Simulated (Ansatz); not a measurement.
Wanted: the native input for an Ansatz 0.2.0 run.

- Task: single point
- Functional: PBE
- Potentials or basis: all-electron LAPW, scalar-relativistic
- Cutoff: 281 eV (chosen from the basis error)
- Basis error allowed: 0.001 eV/atom
- k mesh: 10 × 10 × 10
- Occupations: gaussian, width 0.018 eV
- Spin: no spin polarisation

Crystal: ZrN.

```
CELL_PARAMETERS angstrom
0.00000 2.30000 2.30000
2.30000 0.00000 2.30000
2.30000 2.30000 0.00000
ATOMIC_POSITIONS crystal
Zr 0.50000 0.50000 0.50000
N 0.00000 0.00000 0.00000
```

One way to write it, as run:

input.yaml

```yaml
crystal:
  lattice:
    - [0.0, 2.3, 2.3]
    - [2.3, 0.0, 2.3]
    - [2.3, 2.3, 0.0]
  atoms:
    - { symbol: Zr, position: [0.5, 0.5, 0.5] }
    - { symbol: "N", position: [0.0, 0.0, 0.0] }
kpoints:
  mp_grid: { grid: [10, 10, 10] }
scf:
  occupations: { method: gaussian, width: 0.018 }
hamiltonian:
  xc: pbe
  pseudopotentials: { kind: all_electron, lapw: { basis_error: 0.001 } }
output:
  forces: true
  stress: true
  eigenvalues: true
```

Potentials or basis: all-electron LAPW, scalar-relativistic.

Command:

```bash
$ ansatz run input.yaml --threads 1 --pin off --max-ram 3072MiB --backend cpu --events-out ev --progress --plain --runs-dir out
```

Results of the run:

```yaml
Pressure: -0.8 GPa
Band_gap_on_the_k_mesh: none (metal or under the smearing width)
```

Run time: 13 s on 1 thread of Arm Neoverse N1 (shared host), peak memory 0.29 GiB.
